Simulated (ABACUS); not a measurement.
Runs of ABACUS 3.10.1 on Nb. The structure is cubic, space group Fm-3m (No. 225). Conventional cell: a = 4.230 Å, b = 4.230 Å, c = 4.230 Å, α = 90.00°, β = 90.00°, γ = 90.00°. Nb (site symmetry m-3m) is surrounded by 12 Nb at 2.99 Å. This isn't the form of Nb at room conditions, which is bcc.

| cell | gap on the mesh (eV) | pressure (GPa) |
| --- | --- | --- |
| cell strained by -0.03 along c | none | 3.6 |
| as given | none | (b) |
| cell strained by +0.06 along c | none | -9.7 |
| cell strained by +0.03 along c | none | (a) |
| cell strained by -0.06 along c | none | 8.8 |

Alike in all rows: task single point; level PBE; potentials or basis PseudoDojo NC SR 0.4.1 PBE standard, DZP LCAO (the cutoffs set its grid); no spin polarisation; k mesh 8 × 8 × 8; cutoff (eV) 1361; smearing fermi-dirac 0.05 eV.

Q: Estimate the missing entries.

A: (a) -5.7; (b) -1.2.

Caveats: the atomic orbitals were generated for these runs and aren't a published set; the basis of atomic orbitals isn't converged, which shifts pressures, moduli and gaps.

A k mesh can miss the band edges, and the runs leave out spin-orbit coupling on Nb.

A gap of «none» marks a metal or a gap under the smearing width.
